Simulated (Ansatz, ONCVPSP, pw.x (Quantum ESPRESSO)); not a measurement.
## What a changed setting does to a pw.x run (diamond Sr)

Potential: optimised norm-conserving Vanderbilt (ONCV), ONCVPSP 4.0.1.1 (patched build), PBE; core [Ar] 3d10, reference 4s2 4p6 5s2; waves: 4s+5s: rc 2.60 bohr, ncon 3, nbas 8, qcut 5.6 1/bohr, 2 projectors; 4p: rc 2.00 bohr, ncon 5, nbas 8, qcut 6.8 1/bohr, 2 projectors, debl 3.2 Ha; d scattering state at 0.04 Ha: rc 2.00 bohr, ncon 4, nbas 8, qcut 4.6 1/bohr, local; f scattering state at 0.14 Ha: rc 2.45 bohr, ncon 5, nbas 9, qcut 4.7 1/bohr, 3 projectors, debl 1.8 Ha; local part: the d channel; core correction: none. In the d channel the program set the typed energies aside and used 0.050 Ha.

The reference run (k-mesh 8³, cutoffs 50/200 Ry, Fermi–Dirac 0.01 Ry, mixing_beta 0.4, conv_thr 1e-9, no spin) gives 0.01 GPa at 110.108 Å³/atom, where all-electron LAPW gives -0.00 GPa. This run, with its own iteration cap, changes smearing to mv.

```
&control
  calculation='scf', prefix='x', pseudo_dir='./', outdir='./tmp', tstress=.true., disk_io='none'
/
&system
  ibrav=0, nat=2, ntyp=1, ecutwfc=50, ecutrho=200, nbnd=18,
  occupations='smearing', smearing='mv', degauss=0.01
/
&electrons
  conv_thr=1e-09, mixing_beta=0.4, electron_maxstep=50
/
ATOMIC_SPECIES
Sr 1.0 Sr.UPF
CELL_PARAMETERS angstrom
  0.00000000 4.79298745 4.79298745
  4.79298745 0.00000000 4.79298745
  4.79298745 4.79298745 0.00000000
ATOMIC_POSITIONS crystal
Sr 0.0000 0.0000 0.0000
Sr 0.2500 0.2500 0.2500
K_POINTS automatic
8 8 8 0 0 0
```

```bash
pw.x < Sr.scf.in > Sr.scf.out
```

Question: How does the run end?

Answer: It converges in 9 iterations; the free energy moves by +50.8 meV/atom and the pressure by +0.07 GPa. This scheme is built to cancel the term in the square of the width that Fermi–Dirac smearing leaves in the F of a metal.

```
Message from routine setup:
     using ibrav=0 with symmetry is DISCOURAGED, use correct ibrav instead
     lattice parameter (alat)  =      12.8091  a.u.
     unit-cell volume          =    1486.0912 (a.u.)^3
     number of electrons       =        20.00
     number of Kohn-Sham states=           18
     kinetic-energy cutoff     =      50.0000  Ry
     charge density cutoff     =     200.0000  Ry
     scf convergence threshold =      1.0E-09
     Exchange-correlation= PBE
     number of k points=    29  Marzari-Vanderbilt smearing, width (Ry)=  0.0100
     iteration #  1     ecut=    50.00 Ry     beta= 0.40
     c_bands:  1 eigenvalues not converged
     c_bands:  1 eigenvalues not converged
     c_bands:  1 eigenvalues not converged
     c_bands:  1 eigenvalues not converged
     c_bands:  1 eigenvalues not converged
     c_bands:  1 eigenvalues not converged
     [... 4 repeated lines left out ...]
     total energy              =    -123.87292059 Ry
     estimated scf accuracy    <       0.00216492 Ry
     iteration #  2     ecut=    50.00 Ry     beta= 0.40
     total energy              =    -123.87382356 Ry
     estimated scf accuracy    <       0.00086180 Ry
     iteration #  3     ecut=    50.00 Ry     beta= 0.40
     [... 2 repeated lines left out ...]
     total energy              =    -123.87397652 Ry
     estimated scf accuracy    <       0.00001093 Ry
     iteration #  4     ecut=    50.00 Ry     beta= 0.40
     [... 1 repeated lines left out ...]
     total energy              =    -123.87398932 Ry
     estimated scf accuracy    <       0.00000128 Ry
     iteration #  5     ecut=    50.00 Ry     beta= 0.40
     [... 1 repeated lines left out ...]
     total energy              =    -123.87399026 Ry
     estimated scf accuracy    <       0.00000172 Ry
     iteration #  6     ecut=    50.00 Ry     beta= 0.40
     total energy              =    -123.87399062 Ry
     estimated scf accuracy    <       0.00000003 Ry
     iteration #  7     ecut=    50.00 Ry     beta= 0.40
     total energy              =    -123.87399063 Ry
     estimated scf accuracy    <       0.00000002 Ry
     iteration #  8     ecut=    50.00 Ry     beta= 0.40
     total energy              =    -123.87399065 Ry
     estimated scf accuracy    <          7.3E-09 Ry
     iteration #  9     ecut=    50.00 Ry     beta= 0.40
     the Fermi energy is     1.4887 ev
!    total energy              =    -123.87399065 Ry
     estimated scf accuracy    <          2.9E-10 Ry
     smearing contrib. (-TS)   =      -0.00085174 Ry
     The total energy is F=E-TS. E is the sum of the following terms:
     one-electron contribution =     -90.42049462 Ry
     hartree contribution      =      42.90087881 Ry
     xc contribution           =     -16.87974404 Ry
     ewald contribution        =     -59.47377906 Ry
     convergence has been achieved in   9 iterations
          total   stress  (Ry/bohr**3)                   (kbar)     P=        0.73
     Message from routine punch:
     Nothing written, as per user request (disk_io='none')
```

The run took about 86 s on one core of a shared host (Neoverse-V2, 96 threads, 742 GiB, load 50).
